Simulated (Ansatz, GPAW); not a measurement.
# WC: programs and potentials compared

```
CELL_PARAMETERS angstrom
2.90650 0.00000 0.00000
-1.45325 2.51710 0.00000
0.00000 0.00000 2.83660
ATOMIC_POSITIONS crystal
W 0.00000 0.00000 0.00000
C 0.66667 0.33333 0.50000
```

Alike in all runs: task band structure; functional revPBE; k mesh 10 × 10 × 9; occupations fermi-dirac, width 0.05 eV; no spin polarisation; no spin-orbit coupling. Pressure is positive in compression and, in plane waves, holds the error of the finite cutoff, which Ansatz's Pulay term estimates and takes out.

```csv
program and potentials,plane-wave cutoff (eV),notes,pressure (GPa)
"Ansatz, Ansatz PAW",420,"potentials made for PBE, which Ansatz adapts in part; Pulay term of +0.29 GPa included",8.81
"Ansatz, all-electron LAPW, scalar-relativistic",-,-,8.91
"GPAW, the program's PAW data sets (release 1.2.1) made for this functional",800,-,9.15
```

The pressure spans 8.81 (Ansatz, Ansatz PAW) to 9.15 GPa (GPAW, the program's PAW data sets (release 1.2.1) made for this functional), with all-electron results at 8.91. Some sets were made for another functional than the one run, which can shift their rows.

Differences between rows come from potentials, basis sets and numerical settings, since the functional is the same but for its coding. Runs on potential files found faulty are left out.

All three calculations put the cell under compression, so revPBE would favour a larger volume for WC. The cell is close to the measured one, and the outward pressure fits the known tendency of this functional to overestimate lattice constants: its exchange rewards strong density gradients more than PBE does, which weakens bonding and favours expansion. The stiff covalent network of W 5d and C 2p states turns even a small mismatch in volume into a pressure of several GPa.

The spread between rows is small beside the pressure itself, so the compression probably reflects the functional rather than the potentials. Ansatz PAW, at 8.81 GPa, lies closer to the all-electron value of 8.91 GPa than GPAW does at 9.15 GPa, although only the GPAW data sets were made for revPBE. That closeness depends on the Pulay term of +0.29 GPa, however, and doesn't by itself show that the potentials transfer better. A single pressure also leaves open whether the a and c axes would expand equally.
